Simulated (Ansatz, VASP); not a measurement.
Two plane-wave programs on CdTe

```
Cd Te
1.0
     0.00000    3.09360    3.09360
     3.09360    0.00000    3.09360
     3.09360    3.09360    0.00000
Cd Te
1 1
Cartesian
  0.0000 0.0000 0.0000
  1.5468 1.5468 1.5468
```

Alike in both runs: task single point; functional r2SCAN; k mesh 10 × 10 × 10; occupations gaussian, width 0.05 eV; no spin polarisation.

|  | VASP | Ansatz |
| --- | --- | --- |
| version | VASP 6.6.1 | Ansatz 0.2.0 |
| potentials or method | VASP PAW PBE potentials, release 64 (Cd, Te) | scalar-relativistic, plane waves, PAW |
| plane-wave cutoff (eV) | 520 | 500 |
| valence electrons in the cell | 18 | 36 |

```csv
,VASP,Ansatz,Ansatz less VASP
gap on the k mesh at the Fermi level (eV),1.74,1.74,-0.004
least direct gap on the mesh (eV),1.74,1.74,-0.004
pressure (GPa),10.8,10.5,-0.23
```

With one functional, cell and mesh, what is left measures potentials, basis and numerics. The two sets of potentials don't hold the same shells in valence.

Caveats: the PAW data sets were made with another functional, which shifts forces and pressure a little (VASP); spin-orbit coupling is left out, which moves the levels of the heavy elements. r2SCAN opens gaps a little over a GGA but as a rule still falls short of measured ones.
